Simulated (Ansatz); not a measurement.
A run of Ansatz 0.2.0 is set up as follows.

input.yaml

```yaml
crystal:
  lattice:
    - [0.0, 2.82685, 2.82685]
    - [2.82685, 0.0, 2.82685]
    - [2.82685, 2.82685, 0.0]
  atoms:
    - { symbol: As, position: [0.75, 0.75, 0.75] }
    - { symbol: Ga, position: [0.0, 0.0, 0.0] }
kpoints:
  mp_grid: { grid: [8, 8, 8] }
scf:
  occupations: { method: gaussian, width: 0.012 }
hamiltonian:
  xc: pbe
  pseudopotentials: { kind: all_electron, lapw: { basis_error: 0.001 } }
output:
  forces: true
  stress: true
  eigenvalues: true
```

Potentials or basis: all-electron LAPW, scalar-relativistic.

Run with:

```sh
$ ansatz run input.yaml --threads 1 --pin off --max-ram 3072MiB --backend cpu --events-out ev --progress --plain --runs-dir out
```

Problem. Predict the band gap on the k mesh.

Solution. 0.52 eV, direct.

Problem. Predict the pressure.

Solution. 3.3 GPa.

**What was measured.**

From “Evidence of valence band perturbations in GaAsN/GaAs(001): A combined variable-angle spectroscopic ellipsometry and modulated photoreflectance investigation”, 2008, arxiv:0805.2212, for a bulk crystal of GaAs at 300 K: band gap 1.412 ± 0.01 eV (direct).

Measured gap of GaAs: 1.412 eV (direct; 300 K; “Evidence of valence band perturbations in GaAsN/GaAs(001): A combined variable-angle spectroscopic ellipsometry and modulated photoreflectance investigation”, 2008, arxiv:0805.2212). This calculation gives 0.52 eV (-0.89 eV). 3 values of this kind are on record (1.412 to 1.51 eV); this one was drawn at random among those near their median, those with a stated uncertainty first. Spin-orbit coupling on As, Ga is left out. The value is that of PBE on a finite k mesh, which can miss the band edges, without temperature or zero-point motion. Semilocal functionals fall short of measured gaps as a rule.
